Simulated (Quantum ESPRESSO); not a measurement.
PtSe2 (Sudovikovite):

```xyz
3
Lattice="3.7240 0.0000 0.0000 -1.8620 3.2251 0.0000 0.0000 0.0000 5.0620" Properties=species:S:1:pos:R:3 pbc="T T T"
Pt    0.0000    0.0000    0.0000
Se    1.8620    1.0750    3.7965
Se    0.0000    2.1501    1.2655
```

| Quantity | Value |
| --- | --- |
| Program | Quantum ESPRESSO 7.5 |
| Task | Wannier functions |
| Functional | PBEsol |
| Potentials or basis | PseudoDojo 0.4.1 SR PBEsol standard |
| Cutoff | 1170 eV |
| Density cutoff | 4680 eV |
| k mesh | 8 × 8 × 5 |
| Occupations | fermi-dirac, width 0.05 eV |
| Spin | no spin polarisation |
| Iterations | 0 |
| Mixing beta | 0.5 |
| Most SCF iterations | 120 |
| SCF threshold | 6e-10 Ry |
| k mesh for the Wannier functions | 5 × 5 × 3 |

Start: SCDM with an erfc weight, μ = 3.0 eV over the reference level, σ = 3.0 eV, one function for each orbital of the shells Pt spd, Se sp; the lowest 14 bands are left out; no minimisation of the spread. The reference level is the Fermi level, or the middle of the gap.

Problem. With SCDM with an erfc weight, how many functions result, how localised are they, and how well do they interpolate the bands?

Solution. 17 functions with spreads from 1.81 to 5.76 Å², 55.6 Å² in all; they miss the direct bands by 33 meV (root mean square).

Wannier functions:
| function | nearest atom | distance (Å) | spread (Å²) | on-site energy from the reference level (eV) |
| --- | --- | --- | --- | --- |
| 1 | 1 Pt | 0.12 | 1.93 | -2.89 |
| 2 | 1 Pt | 0.18 | 2.91 | -1.80 |
| 3 | 1 Pt | 0.21 | 3.29 | -1.28 |
| 4 | 1 Pt | 0.05 | 5.18 | 0.77 |
| 5 | 1 Pt | 0.14 | 2.16 | -2.33 |
| 6 | 3 Se | 0.37 | 2.43 | -4.19 |
| 7 | 3 Se | 0.40 | 2.64 | -4.38 |
| 8 | 3 Se | 0.41 | 2.65 | -4.16 |
| 9 | 2 Se | 0.65 | 1.81 | -4.46 |
| 10 | 2 Se | 0.60 | 1.95 | -4.42 |
| 11 | 2 Se | 0.41 | 2.69 | -3.69 |
| 12 | 2 Se | 0.26 | 2.79 | -2.82 |
| 13 | 3 Se | 0.55 | 2.32 | -3.01 |
| 14 | 1 Pt | 0.35 | 5.05 | -0.29 |
| 15 | 1 Pt | 0.35 | 5.76 | 0.77 |
| 16 | 1 Pt | 0.15 | 4.98 | 0.66 |
| 17 | 1 Pt | 0.10 | 5.10 | 0.67 |

Parts of the spread (Å²): invariant 29.65, diagonal 0.829, off-diagonal 25.14, total 55.62. Against the direct bands the interpolation misses by 33 meV (root mean square) and 146 meV at most, for states up to 1 eV over the reference level.

Caveat: spin-orbit coupling is left out, which moves the levels of the heavy elements.
